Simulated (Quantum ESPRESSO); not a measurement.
# PbS (Galena) (Fm-3m) in Quantum ESPRESSO: notebook, part 2 of 2

Quantum ESPRESSO 7.5. The steps go on from the part before.

### 3 Phonons, PBE

Input file pw.in:

```
&CONTROL
  calculation = 'scf'
  prefix = 'pwscf'
  outdir = './tmp'
  pseudo_dir = './pseudo'
  tprnfor = .true.
  tstress = .true.
  disk_io = 'low'
/
&SYSTEM
  ibrav = 0
  nat = 2
  ntyp = 2
  ecutwfc = 50
  nbnd = 16
  occupations = 'smearing'
  smearing = 'fd'
  degauss = 0.00367493
/
&ELECTRONS
  conv_thr = 4d-10
  electron_maxstep = 120
  mixing_beta = 0.5
/
ATOMIC_SPECIES
Pb   207.2000 82_Pb_14_3.0_3.1_pbe_n_v1.0.upf
S     32.0600 16_S_6_1.8_1.9_pbe_n_v1.0.upf
CELL_PARAMETERS angstrom
   0.0000000000    2.9657500000    2.9657500000
   2.9657500000    0.0000000000    2.9657500000
   2.9657500000    2.9657500000    0.0000000000
ATOMIC_POSITIONS crystal
Pb     0.0000000000    0.0000000000    0.0000000000
S      0.5000000000    0.5000000000    0.5000000000
K_POINTS automatic
6 6 6 1 1 1
```

Input file gamma.in:

```
&CONTROL
  calculation = 'bands'
  prefix = 'pwscf'
  outdir = './tmp'
  pseudo_dir = './pseudo'
  disk_io = 'low'
  verbosity = 'high'
/
&SYSTEM
  ibrav = 0
  nat = 2
  ntyp = 2
  ecutwfc = 50
  nbnd = 16
  occupations = 'smearing'
  smearing = 'fd'
  degauss = 0.00367493
/
&ELECTRONS
  conv_thr = 1d-08
  electron_maxstep = 120
  mixing_beta = 0.5
  diago_full_acc = .true.
  startingwfc = 'random'
/
ATOMIC_SPECIES
Pb   207.2000 82_Pb_14_3.0_3.1_pbe_n_v1.0.upf
S     32.0600 16_S_6_1.8_1.9_pbe_n_v1.0.upf
CELL_PARAMETERS angstrom
   0.0000000000    2.9657500000    2.9657500000
   2.9657500000    0.0000000000    2.9657500000
   2.9657500000    2.9657500000    0.0000000000
ATOMIC_POSITIONS crystal
Pb     0.0000000000    0.0000000000    0.0000000000
S      0.5000000000    0.5000000000    0.5000000000
K_POINTS crystal
1
0.0 0.0 0.0 1
```

Input file scf2.in:

```
&CONTROL
  calculation = 'scf'
  prefix = 'pwscf'
  outdir = './tmp'
  pseudo_dir = './pseudo'
  tprnfor = .true.
  tstress = .true.
  disk_io = 'low'
/
&SYSTEM
  ibrav = 0
  nat = 2
  ntyp = 2
  ecutwfc = 50
  nbnd = 16
  occupations = 'fixed'
/
&ELECTRONS
  conv_thr = 1d-13
  electron_maxstep = 120
  mixing_beta = 0.5
  startingpot = 'file'
/
ATOMIC_SPECIES
Pb   207.2000 82_Pb_14_3.0_3.1_pbe_n_v1.0.upf
S     32.0600 16_S_6_1.8_1.9_pbe_n_v1.0.upf
CELL_PARAMETERS angstrom
   0.0000000000    2.9657500000    2.9657500000
   2.9657500000    0.0000000000    2.9657500000
   2.9657500000    2.9657500000    0.0000000000
ATOMIC_POSITIONS crystal
Pb     0.0000000000    0.0000000000    0.0000000000
S      0.5000000000    0.5000000000    0.5000000000
K_POINTS automatic
6 6 6 1 1 1
```

Input file ph.in:

```
phonons of PbS
&INPUTPH
  prefix = 'pwscf'
  outdir = './tmp'
  tr2_ph = 1d-18
  fildyn = 'dyn'
  niter_ph = 90
  alpha_mix(1) = 0.7
  epsil = .true.
/
0.0000000000 0.0000000000 0.0000000000
```

Input file dynmat.in:

```
&INPUT
  fildyn = 'dyn'
  asr = 'crystal'
  lperm = .true.
  filout = 'dynmat.disp'
  fileig = 'dynmat.eig'
/
```

Input file dynmat_lo.in:

```
&INPUT
  fildyn = 'dyn'
  asr = 'crystal'
  filout = 'dynmat_lo.disp'
  fileig = 'dynmat_lo.eig'
  q(1) = 0
  q(2) = 0
  q(3) = 1
/
```

Potentials or basis: SPMS 1.0 PBE.

On the command line:

```sh
OMP_NUM_THREADS=1 mpirun -n 4 pw.x -nk 4 -in pw.in > pw.out
OMP_NUM_THREADS=1 mpirun -n 4 pw.x -in gamma.in > gamma.out
OMP_NUM_THREADS=1 mpirun -n 4 pw.x -nk 4 -in scf2.in > scf2.out
OMP_NUM_THREADS=1 mpirun -n 4 ph.x -nk 4 -in ph.in > ph.out
OMP_NUM_THREADS=1 mpirun -n 1 dynmat.x -in dynmat.in > dynmat.out
OMP_NUM_THREADS=1 mpirun -n 1 dynmat.x -in dynmat_lo.in > dynmat_lo.out
```

pw.out:

```text
This program is part of the open-source Quantum ESPRESSO suite
     for quantum simulation of materials; please cite
[... 6 lines left out ...]
     using ibrav=0 with symmetry is DISCOURAGED, use correct ibrav instead

     K-points division:     npool     =       4
     Subspace diagonalization in iterative solution of the eigenvalue problem:
     a serial algorithm will be used

     G-vector sticks info
     --------------------
     sticks:   dense  smooth     PW     G-vecs:    dense   smooth      PW
     Sum         859     859    265                16865    16865    2837

     Using Slab Decomposition

     bravais-lattice index     =            0
     lattice parameter (alat)  =       7.9259  a.u.
     unit-cell volume          =     352.0710 (a.u.)^3
     number of atoms/cell      =            2
     number of atomic types    =            2
     number of electrons       =        20.00
     number of Kohn-Sham states=           16
     kinetic-energy cutoff     =      50.0000  Ry
     charge density cutoff     =     200.0000  Ry
     scf convergence threshold =      4.0E-10
     mixing beta               =       0.5000
     number of iterations used =            8  plain     mixing
     Exchange-correlation= PBE
                           (   1   4   3   4   0   0   0)

     celldm(1)=   7.925897  celldm(2)=   0.000000  celldm(3)=   0.000000
     celldm(4)=   0.000000  celldm(5)=   0.000000  celldm(6)=   0.000000

     crystal axes: (cart. coord. in units of alat)
[... 85 lines left out ...]
     iteration #  1     ecut=    50.00 Ry     beta= 0.50
     Davidson diagonalization with overlap
     ethr =  1.00E-02,  avg # of iterations =  5.6

     Threshold (ethr) on eigenvalues was too large:
     Diagonalizing with lowered threshold

     Davidson diagonalization with overlap
     ethr =  6.42E-04,  avg # of iterations =  1.4

     total energy              =    -147.79178073 Ry
     estimated scf accuracy    <       0.12694019 Ry
[... 57 lines left out ...]
     iteration # 10     ecut=    50.00 Ry     beta= 0.50
     Davidson diagonalization with overlap
     ethr =  1.04E-10,  avg # of iterations =  2.0

     End of self-consistent calculation

          k = 0.0589 0.0589 0.0589 (  2097 PWs)   bands (ev):

    -7.3188  -7.3172  -7.3172  -7.2942  -7.2942  -4.0241   3.2668   7.3658
     7.3658   7.5092  14.0535  14.3149  14.3149  16.2274  16.4068  16.4068
[... 73 lines left out ...]
    -7.4391  -7.3414  -7.2707  -7.2615  -7.2599  -2.4439   2.1465   4.5232
     6.1528   6.2302  13.4313  14.8210  14.9136  15.1423  20.7624  21.2782

          k =-0.5303 0.1768-0.0589 (  2102 PWs)   bands (ev):

    -7.3970  -7.3285  -7.2901  -7.2729  -7.2655  -2.6672   1.6524   5.6352
     6.0787   7.2836  12.8274  13.7328  13.9650  15.6444  20.1946  20.6636

          k =-0.4125 0.0589 0.0589 (  2092 PWs)   bands (ev):
[... 51 lines left out ...]
    -7.3493  -7.3170  -7.3083  -7.2817  -7.2705  -2.7115   0.9068   6.3235
     7.4034   8.4232  10.9829  12.0319  13.1915  17.7215  18.8910  19.0582

     the Fermi energy is     9.7292 ev

!    total energy              =    -147.82966015 Ry
     estimated scf accuracy    <          7.2E-11 Ry
     smearing contrib. (-TS)   =      -0.00000004 Ry
     internal energy E=F+TS    =    -147.82966011 Ry

     The total energy is F=E-TS. E is the sum of the following terms:
     one-electron contribution =     -21.69935421 Ry
     hartree contribution      =      22.73303548 Ry
     xc contribution           =     -37.63369730 Ry
     ewald contribution        =    -111.22964408 Ry

     convergence has been achieved in  10 iterations

     Forces acting on atoms (cartesian axes, Ry/au):

     atom    1 type  1   force =     0.00000000    0.00000000   -0.00000000
     atom    2 type  2   force =     0.00000000    0.00000000   -0.00000000

     Total force =     0.000000     Total SCF correction =     0.000000

     Computing stress (Cartesian axis) and pressure

          total   stress  (Ry/bohr**3)                   (kbar)     P=       21.22
   0.00014426  -0.00000000  -0.00000000           21.22       -0.00       -0.00
  -0.00000000   0.00014426  -0.00000000           -0.00       21.22       -0.00
  -0.00000000  -0.00000000   0.00014426           -0.00       -0.00       21.22

=------------------------------------------------------------------------------=
   JOB DONE.
=------------------------------------------------------------------------------=
```

Run time: 96 s. Hardware: 4 MPI ranks of Arm Neoverse V1, shared host; peak memory 0.28 GiB.

What came out:

| Quantity | Value |
| --- | --- |
| Free energy | -2011.3250 eV |
| Pressure after relaxing | 2.1 GPa |
| Electronic dielectric tensor (diagonal) | 15.59 |
| Born charges (mean of the diagonal) | Pb +4.45; S -4.43 e |
| Highest phonon frequency at Γ, LO-TO splitting left out | 79 cm⁻¹ |
| Static dielectric tensor (diagonal) | 122.94 |

Levels at points of the mesh, in eV from the valence-band top:
| k point | band 8 | band 9 | band 10 | band 11 | band 12 | band 13 |
| --- | --- | --- | --- | --- | --- | --- |
| (0.08, 0.08, 0.08) | -1.82 | -1.82 | -1.68 | 4.86 | 5.12 | 5.12 |

Phonon frequencies in cm⁻¹ (negative: imaginary):
```csv
q point,frequencies
"(0.000, 0.000, 0.000)",0 0 0 79 79 79
```

Electronic dielectric tensor:
```
15.59  0.00  0.00
 0.00 15.59  0.00
 0.00  0.00 15.59
```

Born effective charge tensors (e):
atom 1, Pb
```
4.45 0.00 0.00
0.00 4.45 0.00
0.00 0.00 4.45
```
atom 2, S
```
-4.43  0.00  0.00
 0.00 -4.43  0.00
 0.00  0.00 -4.43
```

Optical modes at Γ, degenerate ones joined, polar ones without the macroscopic field:
```tsv
cm⁻¹	components	symmetry	active in	IR intensity, summed ((D/Å)²/amu)
79	3	T1u	IR	49.15
```

Zone-centre frequencies without and with the macroscopic field along z (cm⁻¹):
```tsv
	optical modes in rising order
without	79 79 79
with the field	79 79 222
```

Static dielectric tensor, electrons and zone-centre modes:
```
122.94   0.00   0.00
  0.00 122.94   0.00
  0.00   0.00 122.94
```

### 4 Comparison with measurements

Step 2. Measured high-frequency dielectric constant of PbS: 17.2 (300 K; a printed reference work, monograph). This calculation gives 17.14 (-0.4 %).

Step 3. Against the measured high-frequency dielectric constant of PbS, 17.2 (300 K; a printed reference work, monograph), the calculated 15.59 is off by -9.4 %.
